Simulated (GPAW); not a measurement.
Al2Au:

```
CELL_PARAMETERS angstrom
0.00000 3.00000 3.00000
3.00000 0.00000 3.00000
3.00000 3.00000 0.00000
ATOMIC_POSITIONS crystal
Au 0.00000 0.00000 0.00000
Al 0.75000 0.75000 0.75000
Al 0.25000 0.25000 0.25000
```

Base run:

```yaml
Program: GPAW 26.7.0
Functional: LDA
Potentials_or_basis: the program's PAW data sets (release 1.2.1) made for this functional
Cutoff: 600 eV
Basis: pw
k_mesh: 8 × 8 × 8
Occupations: fermi-dirac, width 0.05 eV
Spin: no spin polarisation
```

Its results: pressure -2.3 GPa.

**Question.** The run is repeated on the same cell with these changes: functional from LDA to RPBE. What comes out?

**Answer.** Pressure 5.8 GPa.

RPBE binds less tightly than LDA, so the same cell stands under more pressure.

Not every run made on this cell is shown here.
